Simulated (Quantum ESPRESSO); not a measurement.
# O (C2/m) in Quantum ESPRESSO: equation of state

How stiff is O in PBEsol, and what volume does it want? The cell is scaled to several volumes.

Everything below comes from runs of Quantum ESPRESSO 7.5. Logs are shortened: lines on timing, memory, paths and dates and some standing lists are left out, and cuts for length are marked.

### Step 1. The structure

The structure is monoclinic, space group C2/m (No. 12). Conventional cell: a = 5.703 Å, b = 3.325 Å, c = 4.363 Å, α = 90.00°, β = 123.29°, γ = 90.00°. O (site symmetry m) is surrounded by 1 O at 1.22 Å.

### Step 2. Single point, PBEsol, 16.25 Å³/atom

The input, pw.in:

```
&CONTROL
  calculation = 'scf'
  prefix = 'pwscf'
  outdir = './tmp'
  pseudo_dir = './pseudo'
  tprnfor = .true.
  tstress = .true.
  disk_io = 'nowf'
/
&SYSTEM
  ibrav = 0
  nat = 2
  ntyp = 1
  ecutwfc = 45
  ecutrho = 360
  nbnd = 12
  occupations = 'smearing'
  smearing = 'fd'
  degauss = 0.00367493
/
&ELECTRONS
  conv_thr = 4d-10
  electron_maxstep = 120
  mixing_beta = 0.5
/
ATOMIC_SPECIES
O     15.9990 o_pbesol_v1.2.uspp.F.UPF
CELL_PARAMETERS angstrom
   2.7931946254   -1.6284795617    0.0000000000
   2.7931946254    1.6284795617    0.0000000000
  -2.3456105162    0.0000000000    3.5725996965
ATOMIC_POSITIONS crystal
O      0.9745461700    0.9745461700    0.8444259800
O      0.0254538300    0.0254538300    0.1555740200
K_POINTS automatic
10 10 7 0 0 0
```

Potentials or basis: GBRV 1.5 PBEsol.

On the command line:

```
$ OMP_NUM_THREADS=1 mpirun -n 2 pw.x -nk 2 -in pw.in > pw.out
```

pw.out:

```text
This program is part of the open-source Quantum ESPRESSO suite
     for quantum simulation of materials; please cite
[... 6 lines left out ...]
     using ibrav=0 with symmetry is DISCOURAGED, use correct ibrav instead

     K-points division:     npool     =       2
     Subspace diagonalization in iterative solution of the eigenvalue problem:
     a serial algorithm will be used

     G-vector sticks info
     --------------------
     sticks:   dense  smooth     PW     G-vecs:    dense   smooth      PW
     Sum         929     467    151                25349     8917    1723

     Using Slab Decomposition

     bravais-lattice index     =            0
     lattice parameter (alat)  =       6.1100  a.u.
     unit-cell volume          =     219.3282 (a.u.)^3
     number of atoms/cell      =            2
     number of atomic types    =            1
     number of electrons       =        12.00
     number of Kohn-Sham states=           12
     kinetic-energy cutoff     =      45.0000  Ry
     charge density cutoff     =     360.0000  Ry
     scf convergence threshold =      4.0E-10
     mixing beta               =       0.5000
     number of iterations used =            8  plain     mixing
     Exchange-correlation= SLA  PW   PSX  PSC
                           (   1   4  10   8   0   0   0)

     celldm(1)=   6.109950  celldm(2)=   0.000000  celldm(3)=   0.000000
     celldm(4)=   0.000000  celldm(5)=   0.000000  celldm(6)=   0.000000

     crystal axes: (cart. coord. in units of alat)
               a(1) = (   0.863898  -0.503667   0.000000 )
               a(2) = (   0.863898   0.503667   0.000000 )
               a(3) = (  -0.725466   0.000000   1.104957 )

     reciprocal axes: (cart. coord. in units 2 pi/alat)
               b(1) = (  0.578772 -0.992719  0.379996 )
               b(2) = (  0.578772  0.992719  0.379996 )
               b(3) = ( -0.000000  0.000000  0.905012 )

     PseudoPot. # 1 for O  read from file:
     o_pbesol_v1.2.uspp.F.UPF
     Pseudo is Ultrasoft + core correction, Zval =  6.0
     Generated by new atomic code, or converted to UPF format
     Using radial grid of  737 points,  5 beta functions with:
                l(1) =   0
                l(2) =   0
                l(3) =   1
                l(4) =   1
                l(5) =   2
     Q(r) pseudized with  8 coefficients,  rinner =    0.900   0.900   0.900
                                                       0.900   0.900

     atomic species   valence    mass     pseudopotential
     O                 6.00    15.99900     O ( 1.00)

      4 Sym. Ops., with inversion, found

   Cartesian axes

     site n.     atom                  positions (alat units)
         1        O      tau(   1) = (   1.0712143   0.0000000   0.9330548  )
         2        O      tau(   2) = (  -0.0688847  -0.0000000   0.1719027  )

     number of k points=   196  Fermi-Dirac smearing, width (Ry)=  0.0037

     Number of k-points >= 100: set verbosity='high' to print them.

     Dense  grid:    25349 G-vectors     FFT dimensions: (  40,  40,  50)

     Smooth grid:     8917 G-vectors     FFT dimensions: (  27,  27,  36)

     Check: negative core charge=   -0.000002

     Initial potential from superposition of free atoms

     starting charge      12.0000, renormalised to      12.0000
     Starting wfcs are    8 randomized atomic wfcs +    4 random wfcs

     Self-consistent Calculation

     iteration #  1     ecut=    45.00 Ry     beta= 0.50
     Davidson diagonalization with overlap
     ethr =  1.00E-02,  avg # of iterations =  5.8

     Threshold (ethr) on eigenvalues was too large:
     Diagonalizing with lowered threshold

     Davidson diagonalization with overlap
     ethr =  3.36E-04,  avg # of iterations =  1.2

     total energy              =     -64.09646719 Ry
     estimated scf accuracy    <       0.04061928 Ry

     iteration #  2     ecut=    45.00 Ry     beta= 0.50
     Davidson diagonalization with overlap
     ethr =  3.38E-04,  avg # of iterations =  1.0

     total energy              =     -64.09878633 Ry
     estimated scf accuracy    <       0.00355919 Ry

     iteration #  3     ecut=    45.00 Ry     beta= 0.50
     Davidson diagonalization with overlap
     ethr =  2.97E-05,  avg # of iterations =  2.6

     total energy              =     -64.09935294 Ry
     estimated scf accuracy    <       0.00022707 Ry

     iteration #  4     ecut=    45.00 Ry     beta= 0.50
     Davidson diagonalization with overlap
     ethr =  1.89E-06,  avg # of iterations =  3.0

     total energy              =     -64.09936428 Ry
     estimated scf accuracy    <       0.00004305 Ry

     iteration #  5     ecut=    45.00 Ry     beta= 0.50
     Davidson diagonalization with overlap
     ethr =  3.59E-07,  avg # of iterations =  1.0

     total energy              =     -64.09936687 Ry
     estimated scf accuracy    <       0.00000214 Ry

     iteration #  6     ecut=    45.00 Ry     beta= 0.50
     Davidson diagonalization with overlap
     ethr =  1.78E-08,  avg # of iterations =  1.0

     total energy              =     -64.09936710 Ry
     estimated scf accuracy    <       0.00000013 Ry

     iteration #  7     ecut=    45.00 Ry     beta= 0.50
     Davidson diagonalization with overlap
     ethr =  1.07E-09,  avg # of iterations =  2.0

     total energy              =     -64.09936714 Ry
     estimated scf accuracy    <       0.00000001 Ry

     iteration #  8     ecut=    45.00 Ry     beta= 0.50
     Davidson diagonalization with overlap
     ethr =  1.10E-10,  avg # of iterations =  2.0

     total energy              =     -64.09936715 Ry
     estimated scf accuracy    <          4.0E-10 Ry

     iteration #  9     ecut=    45.00 Ry     beta= 0.50
     Davidson diagonalization with overlap
     ethr =  3.36E-12,  avg # of iterations =  2.0

     End of self-consistent calculation

     Number of k-points >= 100: set verbosity='high' to print the bands.

     the Fermi energy is     0.0899 ev

!    total energy              =     -64.09936715 Ry
     estimated scf accuracy    <          7.2E-12 Ry
     smearing contrib. (-TS)   =      -0.00341346 Ry
     internal energy E=F+TS    =     -64.09595369 Ry

     The total energy is F=E-TS. E is the sum of the following terms:
     one-electron contribution =     -41.25220691 Ry
     hartree contribution      =      24.82930706 Ry
     xc contribution           =     -13.90907480 Ry
     ewald contribution        =     -33.76397904 Ry

     convergence has been achieved in   9 iterations

     Forces acting on atoms (cartesian axes, Ry/au):

     atom    1 type  1   force =     0.01569866   -0.00000000   -0.05835466
     atom    2 type  1   force =    -0.01569866    0.00000000    0.05835466

     Total force =     0.085460     Total SCF correction =     0.000002

     Computing stress (Cartesian axis) and pressure

          total   stress  (Ry/bohr**3)                   (kbar)     P=        4.88
   0.00006052   0.00000000  -0.00014479            8.90        0.00      -21.30
   0.00000000  -0.00029302   0.00000000            0.00      -43.10        0.00
  -0.00014479  -0.00000000   0.00033193          -21.30       -0.00       48.83

=------------------------------------------------------------------------------=
   JOB DONE.
=------------------------------------------------------------------------------=
```

Run time: 22 s. Hardware: 2 MPI ranks of Arm Neoverse V2, shared host; peak memory 0.18 GiB.

Results:

```
Free energy            : -872.1163 eV
Pressure               : 0.5 GPa
Largest force          : 1.554 eV/Å
Band gap on the k mesh : none (metal or under the smearing width)
```

Caveat: spin is off for a triplet molecule; forces of over 1 eV/Å show positions far from the minimum, so gaps and moduli don't describe the material at rest.

### Step 3. Single point, PBEsol, 16.60 Å³/atom

Edit pw.in of step 2 so:

```diff
@@ -28,5 +28,5 @@
 CELL_PARAMETERS angstrom
-   2.7931946254   -1.6284795617    0.0000000000
-   2.7931946254    1.6284795617    0.0000000000
-  -2.3456105162    0.0000000000    3.5725996965
+   2.8128656582   -1.6399481055    0.0000000000
+   2.8128656582    1.6399481055    0.0000000000
+  -2.3621294444    0.0000000000    3.5977596782
 ATOMIC_POSITIONS crystal
```

Potentials or basis: GBRV 1.5 PBEsol.

On the command line:

```
$ OMP_NUM_THREADS=1 mpirun -n 2 pw.x -nk 2 -in pw.in > pw.out
```

Run time: 21 s. Hardware: 2 MPI ranks of Arm Neoverse V2, shared host; peak memory 0.18 GiB.

It converged, with:

```
Free energy            : -872.1166 eV
Pressure               : -0.8 GPa
Largest force          : 0.881 eV/Å
Band gap on the k mesh : none (metal or under the smearing width)
```

Caveat: spin is off for a triplet molecule.

### Step 4. Single point, PBEsol, 16.94 Å³/atom

Edit pw.in of step 3 so:

```diff
@@ -28,5 +28,5 @@
 CELL_PARAMETERS angstrom
-   2.8128656582   -1.6399481055    0.0000000000
-   2.8128656582    1.6399481055    0.0000000000
-  -2.3621294444    0.0000000000    3.5977596782
+   2.8322653448   -1.6512584499    0.0000000000
+   2.8322653448    1.6512584499    0.0000000000
+  -2.3784205071    0.0000000000    3.6225725980
 ATOMIC_POSITIONS crystal
```

On the command line:

```
$ OMP_NUM_THREADS=1 mpirun -n 2 pw.x -nk 2 -in pw.in > pw.out
```

Run time: 23 s. Hardware: 2 MPI ranks of Arm Neoverse V2, shared host; peak memory 0.18 GiB.

The run converged. Its results:

* Free energy: -872.1115 eV
* Pressure: -1.9 GPa
* Largest force: 0.287 eV/Å
* Band gap on the k mesh: none (metal or under the smearing width)

Caveat: spin is off for a triplet molecule.

### Step 5. Single point, PBEsol, 17.29 Å³/atom

Edit pw.in of step 4 so:

```diff
@@ -28,5 +28,5 @@
 CELL_PARAMETERS angstrom
-   2.8322653448   -1.6512584499    0.0000000000
-   2.8322653448    1.6512584499    0.0000000000
-  -2.3784205071    0.0000000000    3.6225725980
+   2.8514028533   -1.6624159400    0.0000000000
+   2.8514028533    1.6624159400    0.0000000000
+  -2.3944914034    0.0000000000    3.6470501824
 ATOMIC_POSITIONS crystal
```

On the command line:

```
$ OMP_NUM_THREADS=1 mpirun -n 2 pw.x -nk 2 -in pw.in > pw.out
```

It took 23 s on 2 MPI ranks of Arm Neoverse V2, shared host; peak memory 0.18 GiB.

It converged, with:

```
Free energy            : -872.1018 eV
Pressure               : -3.0 GPa
Largest force          : 0.386 eV/Å
Band gap on the k mesh : none (metal or under the smearing width)
```

Caveat: spin is off for a triplet molecule.

(Continued in part 2 of 2.)
